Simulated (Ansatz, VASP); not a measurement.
## Two plane-wave programs on Os

```
CELL_PARAMETERS angstrom
2.73410 0.00000 0.00000
-1.36705 2.36780 0.00000
0.00000 0.00000 4.31970
ATOMIC_POSITIONS crystal
Os 0.66667 0.33333 0.75000
Os 0.33333 0.66667 0.25000
```

Alike in both runs: functional PBEsol0; k mesh 6 × 6 × 3; occupations fermi-dirac, width 0.05 eV; no spin polarisation.

|  | VASP | Ansatz |
| --- | --- | --- |
| version | VASP 6.6.1 | Ansatz 0.2.0 |
| potentials or method | VASP PAW PBE potentials, release 64 (Os) | Ansatz PAW |
| plane-wave cutoff (eV) | 520 | 420 |
| valence electrons in the cell | 16 | 32 |
| task | band structure | single point |

|  | VASP | Ansatz | Ansatz less VASP |
| --- | --- | --- | --- |
| gap on the k mesh at the Fermi level (eV) | none | none | - |
| pressure (GPa) | -11.1 | -12.6 | -1.44 |
| largest component of the traceless stress (GPa) | 4.54 | 4.99 | +0.447 |

A gap of «none» marks a metal or a gap that the smearing closes. The functional is the same, so the differences come from potentials, cutoffs and numerics. The two sets of potentials don't hold the same shells in valence.

Caveats: the k mesh is coarse (spacing up to 0.48 Å⁻¹), so the values aren't converged, least of all with exact exchange; an unscreened hybrid on a path of extra k points without a Coulomb cutoff has errors near the mesh points, so the bands along the path aren't reliable (VASP); the PAW data sets were made with another functional, which shifts forces and pressure a little (VASP); spin-orbit coupling is left out, which moves the levels of the heavy elements (VASP); the PAW data sets come from PBE, with cores solved anew for the run's functional, which leaves a small shift of forces and pressure (Ansatz); the thresholds are loose for stress (Ansatz).
